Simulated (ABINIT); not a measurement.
A calculation with ABINIT 10.8.3 (patched build) of C (native input, structure from a POSCAR):

File run.abi:

```
pp_dirpath "./"
pseudos "C.GGA_PBE-JTH.xml"

structure "poscar:POSCAR"
natom 4

ecut 19.0
pawecutdg 38.0
pawxcdev 0
pawovlp 30

kptopt 1
ngkpt 12 12 2
nshiftk 1
shiftk 0.0 0.0 0.0

ixc 11

nband 12
occopt 3
tsmear 0.00183747

nstep 100
tolvrs 1.0e-9

iomode 3
prtwf 0
prteig 0
prtebands 0
enunit 1
prtden 1
prtvha 1
prtvclmb 1
prtpot 1
```

The input POSCAR:

```
C
1.0
    2.4562275060      0.0000000000      0.0000000000
   -1.2281137530      2.1271554177      0.0000000000
    0.0000000000      0.0000000000     24.1339601687
C
4
Direct
    0.6666666667      0.3333333333      0.5704754400  C
    0.3333333333      0.6666666667      0.4295245600  C
    0.0000000000      0.0000000000      0.4295312300  C
    0.0000000000      0.0000000000      0.5704687700  C
```

Potentials or basis: JTH PAW PBE v2.0.

Run with:

```sh
$ abinit run.abi > log 2>&1
```

The slab is cut from a database's or a generator's crystal, which needn't be the stable form of the element.

Write the same calculation in another form: ASE script, structure from a POSCAR.

As run:

File run.py:

```python
import json, os
import numpy as np
from ase.units import GPa
from ase.calculators.abinit import Abinit, AbinitProfile
from ase.io import read

atoms = read('POSCAR')

profile = AbinitProfile(command='abinit', pp_paths=[os.path.abspath('pseudos')])
params = dict(
    pps='pawxml', xc='PBE',
    ecut=517.0163,
    pawecutdg=1034.0327,
    pawxcdev=0,
    pawovlp=30,
    kptopt=1,
    ngkpt=[12, 12, 2],
    nshiftk=1,
    shiftk=[0.0, 0.0, 0.0],
    ixc=11,
    nband=12,
    occopt=3,
    tsmear=0.05,
    nstep=100,
    tolvrs=1e-09,
    prtwf=0,
    prtden=0,
)

atoms.calc = Abinit(profile=profile, directory='run', **params)
energy = atoms.get_potential_energy()
forces = atoms.get_forces()
stress = atoms.get_stress()
print(f'energy {energy:.6f} eV')
print('forces (eV/A)')
print(np.round(forces, 5))
print('stress (GPa, Voigt, tension positive)', np.round(stress / GPa, 4))
json.dump(dict(energy=energy, forces=forces.tolist(), stress=stress.tolist(), cell=atoms.cell.tolist(), frac=atoms.get_scaled_positions(wrap=False).tolist()), open('results.json', 'w'))
```

File POSCAR:

```
C
1.0
    2.4562275060      0.0000000000      0.0000000000
   -1.2281137530      2.1271554177      0.0000000000
    0.0000000000      0.0000000000     24.1339601687
C
4
Direct
    0.6666666667      0.3333333333      0.5704754400
    0.3333333333      0.6666666667      0.4295245600
    0.0000000000      0.0000000000      0.4295312300
    0.0000000000      0.0000000000      0.5704687700
```

Potentials or basis: JTH PAW PBE v2.0.

Run with:

```console
$ python run.py
```

Both were run:

|  | native input, structure from a POSCAR | ASE script, structure from a POSCAR |
| --- | --- | --- |
| Largest force | 0.062 eV/Å | 0.062 eV/Å |
| Band gap on the k mesh | none (metal or under the smearing width) | none (metal or under the smearing width) |

Keys that steer only the numerical path or the files written may differ.

Caveat: the atomic spheres overlap.
